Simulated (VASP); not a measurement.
Wanted: the native input for a VASP 6.6.1 run.

| Quantity | Value |
| --- | --- |
| Task | single point |
| Functional | PBE |
| Dispersion | D3(BJ) |
| Potentials or basis | VASP PAW PBE potentials, release 64 (Se, Mo_sv) |
| Cutoff | 520 eV |
| k mesh | 9 × 9 × 1 |
| Occupations | gaussian, width 0.02 eV |
| Spin | no spin polarisation |
| Dipole correction | yes |
| Further INCAR settings | ALGO = Fast; EDIFF = 1e-06; NBANDS = 64 |

The structure of MoSe2 lies in POSCAR:

```
MoSe2
1.0
    3.2784043662      0.0000000000      0.0000000000
   -1.6392021831      2.8391814650      0.0000000000
    0.0000000000      0.0000000000     70.8775816580
Se Mo
8 4
Direct
    0.3333333333      0.6666666667      0.3415534491
    0.3333333333      0.6666666667      0.3888220222
    0.6666666667      0.3333333333      0.4314756526
    0.6666666667      0.3333333333      0.4787022090
    0.3333333333      0.6666666667      0.5212977910
    0.3333333333      0.6666666667      0.5685243474
    0.6666666667      0.3333333333      0.6111779778
    0.6666666667      0.3333333333      0.6584465509
    0.6666666667      0.3333333333      0.3651902461
    0.3333333333      0.6666666667      0.4550890085
    0.6666666667      0.3333333333      0.5449109915
    0.3333333333      0.6666666667      0.6348097539
```

One way to write it, as run:

INCAR

```
ALGO = Fast
DIPOL = 0.5 0.5 0.500
EDIFF = 1E-6
ENCUT = 520
GGA = PE
IDIPOL = 3
ISIF = 2
ISMEAR = 0
IVDW = 12
LASPH = T
LCHARG = F
LDIPOL = T
LREAL = F
LWAVE = F
NBANDS = 64
NELM = 100
PREC = Accurate
SIGMA = 0.02
```

KPOINTS

```
k-points
0
Gamma
  9 9 1
```

Potentials or basis: VASP PAW PBE potentials, release 64 (Se, Mo_sv).

The run is started by

```bash
$ cat potpaw_PBE.64/Se/POTCAR potpaw_PBE.64/Mo_sv/POTCAR > POTCAR
$ mpirun -np 1 vasp_std > vasp.out
```

It gave:

```json
{
 "Largest force": "0.036 eV/Å",
 "Band gap on the k mesh": "0.96 eV, indirect (least direct gap 1.48 eV)",
 "Dispersion energy per atom": "-0.444 eV"
}
```

Run time: 11 min on 1 thread of Intel(R) Xeon(R) 6975P-C (Granite Rapids), with other jobs on the host, peak memory 0.83 GiB.
